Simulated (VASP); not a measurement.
## NaF in VASP 6.6.1, single-point calculation

INCAR

```
ALGO = Eigenval
SIGMA = 0.02
ISMEAR = -1
NSW = 0
LCHARG = .FALSE.
LASPH = .TRUE.
LREAL = .FALSE.
GGA = PE
IBRION = -1
ENCUT = 520
LWAVE = .FALSE.
NBANDS = 14
EDIFF = 1E-7
PREC = Accurate
NELM = 84
ISIF = 2
```

KPOINTS

```
KPOINTS created by Atomic Simulation Environment
0
Gamma
8 8 8
0 0 0
```

POSCAR

```
Na F
 1.0000000000000000
     2.8700000000000001    0.0555000000000000   -0.0342000000000000
     0.0555000000000000    2.8216999999999999   -0.0329000000000000
    -0.0342000000000000   -0.0329000000000000    2.8060999999999998
 Na  F
   1   1
Cartesian
  2.8547300200000003  2.8382126899999998  2.7167741500000000
  1.4860130500000002  1.3301319199999999  1.3700796700000000
```

The recommended PBE PAW datasets give the neutral cell 14 valence electrons.

Command

```
mpirun -np 1 vasp_std
```

Question: Predict the outcome of this run.

Answer: It converged. Results: gap between bands v and c on the k mesh -36.69 eV (bands overlap: a metal); least direct gap on the k mesh -11.44 eV; pressure 2620.6 GPa; largest force 241.91 eV/Å. Band v is the last that the valence electrons fill when counted band by band, and c is the next.

OSZICAR

```
N       E                     dE             d eps       ncg     rms          rms(c)
EIG:   1     0.120095388363E+04    0.12010E+04    0.00000E+00     0   0.000E+00
EIG:   2     0.120095388363E+04    0.10459E-10    0.00000E+00     0   0.000E+00
EIG:   3     0.120095388363E+04    0.38654E-11    0.00000E+00     0   0.000E+00
EIG:   4     0.120095388363E+04   -0.97771E-11    0.00000E+00     0   0.000E+00
EIG:   5     0.120095388363E+04    0.18645E-10    0.00000E+00     0   0.000E+00    0.718E+01
EIG:   6     0.135419948004E+04    0.15325E+03    0.00000E+00     0   0.000E+00    0.446E+01
EIG:   7     0.145527285306E+04    0.10107E+03    0.00000E+00     0   0.000E+00    0.239E+00
EIG:   8     0.145563785711E+04    0.36500E+00    0.00000E+00     0   0.000E+00    0.389E-01
EIG:   9     0.145564575435E+04    0.78972E-02    0.00000E+00     0   0.000E+00    0.848E-02
EIG:  10     0.145564627086E+04    0.51650E-03    0.00000E+00     0   0.000E+00    0.424E-03
EIG:  11     0.145564627137E+04    0.51111E-06    0.00000E+00     0   0.000E+00    0.279E-03
EIG:  12     0.145564627197E+04    0.60360E-06    0.00000E+00     0   0.000E+00    0.495E-05
EIG:  13     0.145564627197E+04   -0.11787E-08    0.00000E+00     0   0.000E+00
   1 F= 0.14556463E+04 E0= 0.14556468E+04  d E =-.101161E-02
```

Standard output (part)

```
POSCAR found type information on POSCAR NaF
 POSCAR found :  2 types and       2 ions
 LDA part: xc-table for (Slater+PW92), standard interpolation
 POSCAR, INCAR and KPOINTS ok, starting setup
 WAVECAR not read
 entering main loop
|     Your highest band is occupied at some k-points! Unless you are          |
|     performing a calculation for an insulator or semiconductor, without     |
|     unoccupied bands, you have included TOO FEW BANDS!! Please increase     |
|     the parameter NBANDS in file INCAR to ensure that the highest band      |
|     is unoccupied at all k-points. It is always recommended to include      |
|     a few unoccupied bands to accelerate the convergence of                 |
|     molecular-dynamics runs (even for insulators or semiconductors),        |
|     since the presence of unoccupied bands improves wavefunction            |
|     prediction and helps to suppress 'band-crossings'.                      |
```

These settings aren't sound, so the numbers aren't properties of the crystal.

The fault: no self-consistency without orbitals.

On sound settings PBE gives a gap of 5.81 eV on its mesh and a pressure of 2.2 GPa for the intended cell. This run's energy (σ→0) differs from it by 731941 meV an atom.
